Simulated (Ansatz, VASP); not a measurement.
**FeO in VASP and in Ansatz**

```
CELL_PARAMETERS angstrom
2.92213 0.00000 0.00000
-1.46107 2.53064 0.00000
0.00000 0.00000 2.85185
ATOMIC_POSITIONS crystal
Fe 0.00000 0.00000 0.00000
O 0.66667 0.33333 0.50000
```

The cell comes from a database or a generator and needn't be the stable form of this composition.

Alike in both runs: task single point; functional PBE; k mesh 10 × 10 × 9; occupations fermi-dirac, width 0.05 eV; collinear spin.

|  | VASP | Ansatz |
| --- | --- | --- |
| version | VASP 6.6.1 | Ansatz 0.2.0 |
| potentials or method | VASP PAW PBE potentials, release 64 (Fe, O) | Ansatz PAW |
| plane-wave cutoff (eV) | 520 | 420 |
| valence electrons in the cell | 14 | 22 |

|  | VASP | Ansatz | Ansatz less VASP |
| --- | --- | --- | --- |
| gap on the k mesh at the Fermi level (eV) | none | none | - |
| pressure (GPa) | -13.2 | -13.2 | +0.02 |
| largest component of the traceless stress (GPa) | 4.10 | 3.80 | -0.308 |
| net moment per atom (μB) | 2.00 | 2.00 | +0.001 |
| size of the moment on the site where the two differ most (μB) | 3.58 | 3.48 | -0.106 |

Site moments also hang on the region over which each program counts them. A gap of «none» marks a metal or a gap that the smearing closes. The functional is the same, so the differences come from potentials, cutoffs and numerics. The two sets of potentials don't hold the same shells in valence.

Caveats: a cell with one magnetic atom can't hold antiferromagnetic order, which such compounds often take; semilocal functionals often make such compounds metallic where correlation or magnetic order opens a gap, which also shifts bond lengths; the pressure holds a Pulay correction of +0.6 GPa for the finite cutoff (Ansatz).
